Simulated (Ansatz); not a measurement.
## SiO2 (P3_221): the host for defect calculations

Aim: the runs on the perfect crystal SiO2 (P3_221) that a defect calculation needs first.

Calculated with Ansatz 0.2.0; plane-wave PAW DFT, PBEsol; relaxation of the defect-free supercell from its symmetric sites, in the first sound run; inputs show where later runs differ.

## Step 1: Starting point

The cell holds 72 atoms: 24 Si and 48 O. Cell: a = 9.896 Å, b = 9.896 Å, c = 10.882 Å, α = 90.0°, β = 90.0°, γ = 120.0°.

## Step 2: Defect free supercell relaxed from its symmetric sites

This cell, the one that will hold the defects, is built from the relaxed host. Its coarser k-points can move the atoms a little, so it is relaxed from the symmetric sites, as the reference for the test of stability.

The input, pristine.symmetric/input.yaml:

```yaml
crystal:
  lattice:
    - [9.895973338, 0.0, 0.0]
    - [-4.947986669, 8.5701643059, 0.0]
    - [0.0, 0.0, 10.8824784213]
  atoms:
    - { symbol: Si, position: [0.0, 0.2351871553, 0.1666666666] }
    - { symbol: Si, position: [0.2648128447, 0.2648128447, 0.0] }
    - { symbol: Si, position: [0.2351871553, 0.0, 0.3333333334] }
    - { symbol: O, position: [0.0728038984, 0.3665324828, 0.2739032436] }
    - { symbol: O, position: [0.2937285843, 0.4271961016, 0.4405699104] }
    - { symbol: O, position: [0.1334675172, 0.2062714157, 0.107236577] }
    - { symbol: O, position: [0.2062714157, 0.1334675172, 0.392763423] }
    - { symbol: O, position: [0.4271961016, 0.2937285843, 0.0594300896] }
    - { symbol: O, position: [0.3665324828, 0.0728038984, 0.2260967564] }
    - { symbol: Si, position: [0.0, 0.2351871553, 0.6666666666] }
    - { symbol: Si, position: [0.2648128447, 0.2648128447, 0.5] }
    - { symbol: Si, position: [0.2351871553, 0.0, 0.8333333333] }
    - { symbol: O, position: [0.0728038984, 0.3665324828, 0.7739032436] }
    - { symbol: O, position: [0.2937285843, 0.4271961016, 0.9405699104] }
    - { symbol: O, position: [0.1334675172, 0.2062714157, 0.607236577] }
    - { symbol: O, position: [0.2062714157, 0.1334675172, 0.892763423] }
    - { symbol: O, position: [0.4271961016, 0.2937285843, 0.5594300896] }
    - { symbol: O, position: [0.3665324828, 0.0728038984, 0.7260967564] }
    - { symbol: Si, position: [0.0, 0.7351871553, 0.1666666666] }
    - { symbol: Si, position: [0.2648128447, 0.7648128447, 0.0] }
    - { symbol: Si, position: [0.2351871553, 0.5, 0.3333333334] }
    - { symbol: O, position: [0.0728038984, 0.8665324828, 0.2739032436] }
    - { symbol: O, position: [0.2937285843, 0.9271961016, 0.4405699104] }
    - { symbol: O, position: [0.1334675172, 0.7062714157, 0.107236577] }
    - { symbol: O, position: [0.2062714157, 0.6334675172, 0.392763423] }
    - { symbol: O, position: [0.4271961016, 0.7937285843, 0.0594300896] }
    - { symbol: O, position: [0.3665324828, 0.5728038984, 0.2260967564] }
    - { symbol: Si, position: [0.0, 0.7351871553, 0.6666666666] }
    - { symbol: Si, position: [0.2648128447, 0.7648128447, 0.5] }
    - { symbol: Si, position: [0.2351871553, 0.5, 0.8333333333] }
    - { symbol: O, position: [0.0728038984, 0.8665324828, 0.7739032436] }
    - { symbol: O, position: [0.2937285843, 0.9271961016, 0.9405699104] }
    - { symbol: O, position: [0.1334675172, 0.7062714157, 0.607236577] }
    - { symbol: O, position: [0.2062714157, 0.6334675172, 0.892763423] }
    - { symbol: O, position: [0.4271961016, 0.7937285843, 0.5594300896] }
    - { symbol: O, position: [0.3665324828, 0.5728038984, 0.7260967564] }
    - { symbol: Si, position: [0.5, 0.2351871553, 0.1666666666] }
    - { symbol: Si, position: [0.7648128447, 0.2648128447, 0.0] }
    - { symbol: Si, position: [0.7351871553, 0.0, 0.3333333334] }
    - { symbol: O, position: [0.5728038984, 0.3665324828, 0.2739032436] }
    - { symbol: O, position: [0.7937285843, 0.4271961016, 0.4405699104] }
    - { symbol: O, position: [0.6334675172, 0.2062714157, 0.107236577] }
    - { symbol: O, position: [0.7062714157, 0.1334675172, 0.392763423] }
    - { symbol: O, position: [0.9271961016, 0.2937285843, 0.0594300896] }
    - { symbol: O, position: [0.8665324828, 0.0728038984, 0.2260967564] }
    - { symbol: Si, position: [0.5, 0.2351871553, 0.6666666666] }
    - { symbol: Si, position: [0.7648128447, 0.2648128447, 0.5] }
    - { symbol: Si, position: [0.7351871553, 0.0, 0.8333333333] }
    - { symbol: O, position: [0.5728038984, 0.3665324828, 0.7739032436] }
    - { symbol: O, position: [0.7937285843, 0.4271961016, 0.9405699104] }
    - { symbol: O, position: [0.6334675172, 0.2062714157, 0.607236577] }
    - { symbol: O, position: [0.7062714157, 0.1334675172, 0.892763423] }
    - { symbol: O, position: [0.9271961016, 0.2937285843, 0.5594300896] }
    - { symbol: O, position: [0.8665324828, 0.0728038984, 0.7260967564] }
    - { symbol: Si, position: [0.5, 0.7351871553, 0.1666666666] }
    - { symbol: Si, position: [0.7648128447, 0.7648128447, 0.0] }
    - { symbol: Si, position: [0.7351871553, 0.5, 0.3333333334] }
    - { symbol: O, position: [0.5728038984, 0.8665324828, 0.2739032436] }
    - { symbol: O, position: [0.7937285843, 0.9271961016, 0.4405699104] }
    - { symbol: O, position: [0.6334675172, 0.7062714157, 0.107236577] }
    - { symbol: O, position: [0.7062714157, 0.6334675172, 0.392763423] }
    - { symbol: O, position: [0.9271961016, 0.7937285843, 0.0594300896] }
    - { symbol: O, position: [0.8665324828, 0.5728038984, 0.2260967564] }
    - { symbol: Si, position: [0.5, 0.7351871553, 0.6666666666] }
    - { symbol: Si, position: [0.7648128447, 0.7648128447, 0.5] }
    - { symbol: Si, position: [0.7351871553, 0.5, 0.8333333333] }
    - { symbol: O, position: [0.5728038984, 0.8665324828, 0.7739032436] }
    - { symbol: O, position: [0.7937285843, 0.9271961016, 0.9405699104] }
    - { symbol: O, position: [0.6334675172, 0.7062714157, 0.607236577] }
    - { symbol: O, position: [0.7062714157, 0.6334675172, 0.892763423] }
    - { symbol: O, position: [0.9271961016, 0.7937285843, 0.5594300896] }
    - { symbol: O, position: [0.8665324828, 0.5728038984, 0.7260967564] }
basis:
  ecutwfc: 420
  xc_grid: 2
hamiltonian:
  xc: pbesol
kpoints:
  mp_grid: { grid: [1, 1, 1], shift: [0.25, 0.25, 0.25] }
scf:
  occupations: { method: fermi_dirac, width: 0.01 }
  max_iter: 80
output:
  forces: true
relax:
  f_tol: 0.01
  max_steps: 60
  escape_saddle: false
checkpoint:
  write: "../pristine.symmetric.run"
  compress: false
  write_wavefunctions: false
  write_every: 100000
```

Started as:

```
> ansatz run input.yaml --threads 8 --pin off --max-ram 22609MiB --backend cpu --events-out ev --progress --plain --runs-dir out
```

Numbers of over 12 decimals in the logs are rounded to 6 here.

Log:

```text
[... repeated set-up lines and file paths are left out, and long positions are rounded to six places ...]
Engine: ansatz 0.2.0, aarch64-unknown-linux-gnu
Pseudopotentials: kind: paw
Pseudopotential: Si, paw, valence charge 4, recommended cutoff 420 eV (normal), Si.paw.azcp
Pseudopotential: O, paw, valence charge 6, recommended cutoff 420 eV (normal), O.paw.azcp
Functional definition: PBEsol
  exchange = pbesol_x
  correlation = pbesol_c
Crystal: 72 atoms, lattice volume = 922.944 Å³
Basis set: ecut = 420 eV, 18049 PW (Γ), exchange–correlation on 144×144×150 points (8 copies of the dense FFT grid, shifted against one another)
Bands: 264, of which v1, the nominal top of the filled ones, is band 192 counted from 1 (191 counted from 0)
Symmetry: 8 space group operations
k-points: 1
Non-local potential: Si, projectors of the file, l = 0: 2, l = 1: 2, l = 2: 2
Non-local potential: O, projectors of the file, l = 0: 2, l = 1: 2, l = 2: 1
PAW form: soft (Blöchl's): semilocal exchange-correlation on the pseudo side does not see the compensation charge
PAW frozen core: Si, regenerated for the run's functional, and the local potential with it (the file was generated under x = pbe(κ = 0.804, μ = 0.219515), c = pbe(β = 0.066725))
PAW frozen core: O, regenerated for the run's functional, and the local potential with it (the file was generated under x = pbe(κ = 0.804, μ = 0.219515), c = pbe(β = 0.066725))
PAW one-centre angular grid: Si, 110 points (default); XC on 64 Gauss nodes
PAW one-centre angular grid: O, 110 points (default); XC on 64 Gauss nodes
Initial density: superposition of atomic densities (neutral atoms: chi_scale 0, normalization atom), corrected by the library's trained network
Initial wavefunctions: pseudopotential atomic-orbital guess
Functional: x = pbesol(κ = 0.804, μ = 0.123457), c = pbesol(β = 0.046)
SCF iter   1: F=—  HF=-41919.013319 eV  |F-HF|=—  |Δ(HF+E_count)|=         —  Δρ=1.18e-2  dr2=9.77e-1  ethr=1.77e-3  ⟨swp⟩=6.0  Hψ=1174  notcnv=0  defer=35
preconditioner: auto → Resta (q_TF=auto, 2.357 Å⁻¹)  ε∞=3.1  [insulator: Δε(μ)=6.481 eV  Ē_g=16.590 eV  σ=0.010 eV  W_gap=1.00  n_scr=212 (ndim 8)  ℏωp=24.0 eV  f_vac=0.117  D(μ)=0.00/eV (n_scr^D=0)  ε∞_Penn≈3.1]
SCF iter   2: F=—  HF=-41918.738786 eV  |F-HF|=—  |Δ(HF+E_count)|=   2.75e-1  Δρ=1.44e-3  dr2=8.26e-3  ethr=2.54e-4  ⟨swp⟩=2.0  Hψ=450  notcnv=0  defer=66
SCF iter   3: F=—  HF=-41918.742809 eV  |F-HF|=—  |Δ(HF+E_count)|=   4.02e-3  Δρ=7.54e-4  dr2=3.27e-3  ethr=2.15e-6  ⟨swp⟩=2.0  Hψ=348  notcnv=0  defer=66
SCF iter   4: F=—  HF=-41918.744886 eV  |F-HF|=—  |Δ(HF+E_count)|=   2.08e-3  Δρ=7.93e-5  dr2=6.65e-5  ethr=8.52e-7  ⟨swp⟩=2.0  Hψ=300  notcnv=0  defer=66
SCF iter   5: F=—  HF=-41918.743891 eV  |F-HF|=—  |Δ(HF+E_count)|=   9.95e-4  Δρ=2.70e-5  dr2=6.70e-6  ethr=1.73e-8  ⟨swp⟩=2.0  Hψ=378  notcnv=0  defer=66
SCF iter   6: F=-41918.743906 eV  HF=-41918.743906 eV  |F-HF|=6.62e-7  |Δ(HF+E_count)|=   1.57e-5  Δρ=1.57e-5  dr2=1.59e-6  ethr=6.51e-10  ⟨swp⟩=4.0  Hψ=796  notcnv=0
SCF 1 converged in 6 iterations: F = -41918.743906 eV  dr2 = 1.59e-6
  greatest PAW one-centre occupation: 0.861 electrons in one spin orbital (limit 2), on the O atom at site 66 (counted from 0), in its partial waves of l = 0
relax step   1: F+E_penalty+E_count = -41918.74390568 eV  Δ(F+E_penalty+E_count) = +0.000e0 eV  max|allowed force component| = 6.631e-3 eV/Å  Δτ_max = 0.0000 Å  (6 SCF iters, dr2 threshold 2.50e-6 eV, accepted)
Initial density: handed on by an earlier stage of this run
Initial wavefunctions: those handed on with the density
iter 1 solved again at ethr=4.13e-10 eV; its pass at ethr=3.10e-3 eV (dr2=1.58e-6 eV) is discarded
SCF iter   1: F=—  HF=-41918.743939 eV  |F-HF|=—  |Δ(HF+E_count)|=         —  Δρ=1.57e-5  dr2=1.59e-6  ethr=4.13e-10  ⟨swp⟩=1.0  Hψ=619  notcnv=0  defer=66
SCF iter   2: F=—  HF=-41918.743906 eV  |F-HF|=—  |Δ(HF+E_count)|=   3.25e-5  Δρ=4.12e-6  dr2=1.32e-7  ethr=4.13e-10  ⟨swp⟩=2.0  Hψ=376  notcnv=0  defer=66
SCF iter   3: F=-41918.743907 eV  HF=-41918.743906 eV  |F-HF|=1.54e-7  |Δ(HF+E_count)|=   1.42e-7  Δρ=2.14e-6  dr2=4.60e-8  ethr=2.60e-11  ⟨swp⟩=4.0  Hψ=721  notcnv=0
SCF 2 converged in 3 iterations: F = -41918.743907 eV  dr2 = 4.60e-8
relax step   2: F+E_penalty+E_count = -41918.74390660 eV  Δ(F+E_penalty+E_count) = -9.197e-7 eV  max|allowed force component| = 6.562e-3 eV/Å  Δτ_max = 0.0000 Å  (3 SCF iters, accepted)
SCF converged after 3 iterations
Free energy (F): -41918.743907 eV
Harris-Foulkes:  -41918.743906 eV  (|F-HF|=1.54e-7)
Internal energy: -41918.743907 eV  (E = F + TS)
E sigma→0 (E₀):  -41918.743907 eV
Fermi energy:    5.519270 eV
--- Per-component energies (eV) ---
  E_band       = -1724.349642
  E_kinetic    = 9618.365761
  E_local      = -23681.944445  (includes V_loc(G=0)·N_el)
  E_nonlocal   = 2902.819847
  E_hartree    = 8459.161884
  E_xc         = -4835.681834
  E_vxc        = -5646.141780  (∫ρ·V_xc dr)
  E_paw        = -19340.941290  (= ΣΔE_a)
  E_vpaw       = -1835.903708  (= ΣTr[D̂ρ^β])
  E_aug_tail   = 0.124686  (compensation charges beyond the density's cutoff)
  E_ewald      = -15043.099791
  E_core_change = 2.451275  (= ΣΔE_core)
  E_smearing   = -0.000000  (= −TS)
  E_closure    = 0.000000  (closes the sum)
  Σ components = -41918.743907   (vs F -41918.743907, Δ=0.00e0)
--- Forces (eV/Å), atoms counted from 1 ---
  atom   1  Si     0.00300076     0.00060050    -0.00201603
  atom   2  Si     0.00164158     0.00319160    -0.00022018
  atom   3  Si    -0.00045989     0.00275294     0.00196241
  atom   4  O      0.00286524    -0.00621148    -0.00036491
  atom   5  O      0.00037525     0.00007934    -0.00041755
  atom   6  O     -0.00341080     0.00156296     0.00362970
  atom   7  O      0.00245483    -0.00181645    -0.00352007
  atom   8  O      0.00009601     0.00089037     0.00093235
  atom   9  O     -0.00656206    -0.00105027     0.00001475
  atom  10  Si     0.00300076     0.00060050    -0.00201603
  atom  11  Si     0.00164158     0.00319160    -0.00022018
  atom  12  Si    -0.00045989     0.00275294     0.00196241
  atom  13  O      0.00286524    -0.00621148    -0.00036491
  atom  14  O      0.00037525     0.00007934    -0.00041755
  atom  15  O     -0.00341080     0.00156296     0.00362970
  atom  16  O      0.00245483    -0.00181645    -0.00352007
  atom  17  O      0.00009601     0.00089037     0.00093235
  atom  18  O     -0.00656206    -0.00105027     0.00001475
  atom  19  Si     0.00300076     0.00060050    -0.00201603
  atom  20  Si     0.00164158     0.00319160    -0.00022018
  atom  21  Si    -0.00045989     0.00275294     0.00196241
  atom  22  O      0.00286524    -0.00621148    -0.00036491
  atom  23  O      0.00037525     0.00007934    -0.00041755
  atom  24  O     -0.00341080     0.00156296     0.00362970
  atom  25  O      0.00245483    -0.00181645    -0.00352007
  atom  26  O      0.00009601     0.00089037     0.00093235
  atom  27  O     -0.00656206    -0.00105027     0.00001475
  atom  28  Si     0.00300076     0.00060050    -0.00201603
  atom  29  Si     0.00164158     0.00319160    -0.00022018
  atom  30  Si    -0.00045989     0.00275294     0.00196241
  atom  31  O      0.00286524    -0.00621148    -0.00036491
  atom  32  O      0.00037525     0.00007934    -0.00041755
  atom  33  O     -0.00341080     0.00156296     0.00362970
  atom  34  O      0.00245483    -0.00181645    -0.00352007
  atom  35  O      0.00009601     0.00089037     0.00093235
  atom  36  O     -0.00656206    -0.00105027     0.00001475
  atom  37  Si     0.00300076     0.00060050    -0.00201603
  atom  38  Si     0.00164158     0.00319160    -0.00022018
  atom  39  Si    -0.00045989     0.00275294     0.00196241
  atom  40  O      0.00286524    -0.00621148    -0.00036491
  atom  41  O      0.00037525     0.00007934    -0.00041755
  atom  42  O     -0.00341080     0.00156296     0.00362970
  atom  43  O      0.00245483    -0.00181645    -0.00352007
  atom  44  O      0.00009601     0.00089037     0.00093235
  atom  45  O     -0.00656206    -0.00105027     0.00001475
  atom  46  Si     0.00300076     0.00060050    -0.00201603
  atom  47  Si     0.00164158     0.00319160    -0.00022018
  atom  48  Si    -0.00045989     0.00275294     0.00196241
  atom  49  O      0.00286524    -0.00621148    -0.00036491
  atom  50  O      0.00037525     0.00007934    -0.00041755
  atom  51  O     -0.00341080     0.00156296     0.00362970
  atom  52  O      0.00245483    -0.00181645    -0.00352007
  atom  53  O      0.00009601     0.00089037     0.00093235
  atom  54  O     -0.00656206    -0.00105027     0.00001475
  atom  55  Si     0.00300076     0.00060050    -0.00201603
  atom  56  Si     0.00164158     0.00319160    -0.00022018
  atom  57  Si    -0.00045989     0.00275294     0.00196241
  atom  58  O      0.00286524    -0.00621148    -0.00036491
  atom  59  O      0.00037525     0.00007934    -0.00041755
  atom  60  O     -0.00341080     0.00156296     0.00362970
  atom  61  O      0.00245483    -0.00181645    -0.00352007
  atom  62  O      0.00009601     0.00089037     0.00093235
  atom  63  O     -0.00656206    -0.00105027     0.00001475
  atom  64  Si     0.00300076     0.00060050    -0.00201603
  atom  65  Si     0.00164158     0.00319160    -0.00022018
  atom  66  Si    -0.00045989     0.00275294     0.00196241
  atom  67  O      0.00286524    -0.00621148    -0.00036491
  atom  68  O      0.00037525     0.00007934    -0.00041755
  atom  69  O     -0.00341080     0.00156296     0.00362970
  atom  70  O      0.00245483    -0.00181645    -0.00352007
  atom  71  O      0.00009601     0.00089037     0.00093235
  atom  72  O     -0.00656206    -0.00105027     0.00001475
  max |Σ_I F_I| component: 7.35e-6 eV/Å
--- Relaxed structure (2 steps of the walk, 2 accepted, 0 SCFs on fresh bases) ---
  F+E_penalty+E_count = -41918.74390660 eV   max|allowed force component| = 6.562e-3 eV/Å
  atoms:
    - { symbol: Si, position: [-1.3877787807814457e-17, 0.235187, 0.166667] }
    - { symbol: Si, position: [0.2648128447, 0.2648128447, 5.011423375223618e-18] }
    - { symbol: Si, position: [0.2351871553, 0.0, 0.333333] }
    - { symbol: O, position: [0.072804, 0.366532, 0.273903] }
    - { symbol: O, position: [0.293729, 0.427196, 0.440570] }
    - { symbol: O, position: [0.133468, 0.206271, 0.107236577] }
    - { symbol: O, position: [0.206271, 0.133468, 0.392763] }
    - { symbol: O, position: [0.427196, 0.293729, 0.059430] }
    - { symbol: O, position: [0.366532, 0.072804, 0.226097] }
    - { symbol: Si, position: [-1.3877787807814457e-17, 0.235187, 0.666667] }
    - { symbol: Si, position: [0.2648128447, 0.2648128447, 0.500000] }
    - { symbol: Si, position: [0.2351871553, 0.0, 0.833333] }
    - { symbol: O, position: [0.072804, 0.366532, 0.773903] }
    - { symbol: O, position: [0.293729, 0.427196, 0.940570] }
    - { symbol: O, position: [0.133468, 0.206271, 0.607236577] }
    - { symbol: O, position: [0.206271, 0.133468, 0.892763] }
    - { symbol: O, position: [0.427196, 0.293729, 0.559430] }
    - { symbol: O, position: [0.366532, 0.072804, 0.726097] }
    - { symbol: Si, position: [0.0, 0.7351871553, 0.166667] }
    - { symbol: Si, position: [0.2648128447, 0.7648128447, 5.011423375223618e-18] }
    - { symbol: Si, position: [0.235187, 0.5, 0.333333] }
    - { symbol: O, position: [0.072804, 0.866532, 0.273903] }
    - { symbol: O, position: [0.293729, 0.927196, 0.440570] }
    - { symbol: O, position: [0.133468, 0.706271, 0.107236577] }
    - { symbol: O, position: [0.206271, 0.633468, 0.392763] }
    - { symbol: O, position: [0.427196, 0.793729, 0.059430] }
    - { symbol: O, position: [0.366532, 0.572804, 0.226097] }
    - { symbol: Si, position: [0.0, 0.7351871553, 0.666667] }
    - { symbol: Si, position: [0.2648128447, 0.7648128447, 0.500000] }
    - { symbol: Si, position: [0.235187, 0.5, 0.833333] }
    - { symbol: O, position: [0.072804, 0.866532, 0.773903] }
    - { symbol: O, position: [0.293729, 0.927196, 0.940570] }
    - { symbol: O, position: [0.133468, 0.706271, 0.607236577] }
    - { symbol: O, position: [0.206271, 0.633468, 0.892763] }
    - { symbol: O, position: [0.427196, 0.793729, 0.559430] }
    - { symbol: O, position: [0.366532, 0.572804, 0.726097] }
    - { symbol: Si, position: [0.5, 0.235187, 0.166667] }
    - { symbol: Si, position: [0.7648128447, 0.2648128447, 5.011423375223618e-18] }
    - { symbol: Si, position: [0.7351871553, 0.0, 0.333333] }
    - { symbol: O, position: [0.572804, 0.366532, 0.273903] }
    - { symbol: O, position: [0.793729, 0.427196, 0.440570] }
    - { symbol: O, position: [0.633468, 0.206271, 0.107236577] }
    - { symbol: O, position: [0.706271, 0.133468, 0.392763] }
    - { symbol: O, position: [0.927196, 0.293729, 0.059430] }
    - { symbol: O, position: [0.866532, 0.072804, 0.226097] }
    - { symbol: Si, position: [0.5, 0.235187, 0.666667] }
    - { symbol: Si, position: [0.7648128447, 0.2648128447, 0.500000] }
    - { symbol: Si, position: [0.7351871553, 0.0, 0.833333] }
    - { symbol: O, position: [0.572804, 0.366532, 0.773903] }
    - { symbol: O, position: [0.793729, 0.427196, 0.940570] }
    - { symbol: O, position: [0.633468, 0.206271, 0.607236577] }
    - { symbol: O, position: [0.706271, 0.133468, 0.892763] }
    - { symbol: O, position: [0.927196, 0.293729, 0.559430] }
    - { symbol: O, position: [0.866532, 0.072804, 0.726097] }
    - { symbol: Si, position: [0.5, 0.7351871553, 0.166667] }
    - { symbol: Si, position: [0.7648128447, 0.7648128447, 5.011423375223618e-18] }
    - { symbol: Si, position: [0.7351871553, 0.5, 0.333333] }
    - { symbol: O, position: [0.572804, 0.866532, 0.273903] }
    - { symbol: O, position: [0.793729, 0.927196, 0.440570] }
    - { symbol: O, position: [0.633468, 0.706271, 0.107236577] }
    - { symbol: O, position: [0.706271, 0.633468, 0.392763] }
    - { symbol: O, position: [0.927196, 0.793729, 0.059430] }
    - { symbol: O, position: [0.866532, 0.572804, 0.226097] }
    - { symbol: Si, position: [0.5, 0.7351871553, 0.666667] }
    - { symbol: Si, position: [0.7648128447, 0.7648128447, 0.500000] }
    - { symbol: Si, position: [0.7351871553, 0.5, 0.833333] }
    - { symbol: O, position: [0.572804, 0.866532, 0.773903] }
    - { symbol: O, position: [0.793729, 0.927196, 0.940570] }
    - { symbol: O, position: [0.633468, 0.706271, 0.607236577] }
    - { symbol: O, position: [0.706271, 0.633468, 0.892763] }
    - { symbol: O, position: [0.927196, 0.793729, 0.559430] }
    - { symbol: O, position: [0.866532, 0.572804, 0.726097] }
```

Wall time 7.7 s (8 threads of Arm Neoverse V2, shared host); peak memory 1.5 GiB.

No atom moved by 0.005 Å in the relaxation.

[end of part 1 of 2]

[Logs are printed without paths, hosts, clocks, repeated set-up lines and the standing remarks that a program may print on its own settings, such as how far it seeks lower states.]

[Hosts, paths, dates, database ids (printed as entryN), source tags and the programs' standing remarks are cut or masked in the printed files.]

[Runs of the host that timed out are not shown.]

[For some hosts the program warned that the k-mesh of the response run may be too coarse for force constants and the static dielectric constant; such warnings are not always shown.]
